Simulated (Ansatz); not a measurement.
MgO built on the NiAs prototype, relaxed with r2SCAN: 10 runs in Ansatz 0.2.0, each a construction of maximally localised Wannier functions. It is hexagonal, P6_3/mmc (No. 194); a = 2.923 Å, c = 5.092 Å in the conventional setting, 9.42 Å³ an atom. Around Mg lie 6 O at 2.11 Å; around O lie 6 Mg at 2.11 Å. (Calculated; spin-unpolarised; the phase may be known or hypothetical.)

```
Mg O
1.0
     2.92306    0.00000    0.00000
    -1.46153    2.53144    0.00000
     0.00000    0.00000    5.09210
Mg O
2 2
Direct
  0.00000 0.00000 0.00000
  0.00000 0.00000 0.50000
  0.33333 0.66667 0.25000
  0.66667 0.33333 0.75000
```

Windows count from the top of the filled bands; a dash means that no such window was set (without an outer window there is no disentanglement). Rows marked drawn have settings drawn at random (some not listed).

| functional | SCF mesh | trial orbitals | functions | mesh | window (eV) | frozen (eV) | settings | Ω total (Å²) | Ω invariant (Å²) | largest spread (Å²) | least projectability | interpolation miss of the model's filled bands (eV, to the nearest computed level) |
| --- | --- | --- | --- | --- | --- | --- | --- | --- | --- | --- | --- | --- |
| PBE | 9×9×4 | O s, O p | 8 | 6×6×2 | – | – | chosen | 5.32 | 4.39 | 0.69 | 0.94 | 0.102 |
| PBE | 9×9×4 | O s, O p | 8 | 12×12×4 | – | – | chosen | 5.55 | 4.61 | 0.71 | 0.94 | 0.009 |
| r2SCAN | 9×9×4 | O s, O p | 8 | 6×6×4 | – | – | chosen | 5.28 | 4.35 | 0.68 | 0.95 | 0.014 |
| HSE06 | 6×6×4 | O s, O p | 8 | 6×6×4 | – | – | chosen | 5.27 | 4.34 | 0.68 | 0.95 | – |
| PBE | 9×9×4 | O p (loose tolerance) | 6 | 6×6×4 | – | – | drawn | 5.38 | 5.35 | 0.92 | 0.90 | 0.018 |
| PBE | 9×9×4 | O p (plain search) | 6 | 6×6×4 | – | – | drawn | 5.38 | 5.35 | 0.92 | 0.90 | 0.018 |
| PBE | 9×9×4 | O p | 6 | 6×6×4 | -22.1 to +9.7 | – | drawn | 5.03 | 5.01 | 0.86 | 0.94 | 0.325 |

**Question.** Estimate from these rows what the further settings give.
```csv
functional,SCF mesh,trial orbitals,functions,mesh,window (eV),frozen (eV),settings
PBE,9×9×4,"O s, O p",8,6×6×4,–,–,chosen
PBE,9×9×4,O p,6,6×6×4,–,–,chosen
r2SCAN,9×9×4,O p,6,6×6×4,–,–,chosen
```

**Answer.**
```json
{"functional": "PBE", "SCF mesh": "9×9×4", "trial orbitals": "O s, O p", "functions": "8", "mesh": "6×6×4", "window (eV)": "–", "frozen (eV)": "–", "settings": "chosen", "Ω total (Å²)": "5.44", "Ω invariant (Å²)": "4.50", "largest spread (Å²)": "0.70", "least projectability": "0.94", "interpolation miss of the model's filled bands (eV, to the nearest computed level)": "0.015"}
{"functional": "PBE", "SCF mesh": "9×9×4", "trial orbitals": "O p", "functions": "6", "mesh": "6×6×4", "window (eV)": "–", "frozen (eV)": "–", "settings": "chosen", "Ω total (Å²)": "5.38", "Ω invariant (Å²)": "5.35", "largest spread (Å²)": "0.92", "least projectability": "0.90", "interpolation miss of the model's filled bands (eV, to the nearest computed level)": "0.018"}
{"functional": "r2SCAN", "SCF mesh": "9×9×4", "trial orbitals": "O p", "functions": "6", "mesh": "6×6×4", "window (eV)": "–", "frozen (eV)": "–", "settings": "chosen", "Ω total (Å²)": "5.21", "Ω invariant (Å²)": "5.19", "largest spread (Å²)": "0.89", "least projectability": "0.91", "interpolation miss of the model's filled bands (eV, to the nearest computed level)": "0.016"}
```

For O s, O p with PBE the spread goes 5.32 Å² (6×6×2), 5.44 Å² (6×6×4), 5.55 Å² (12×12×4): finite differences on a coarse mesh understate it.
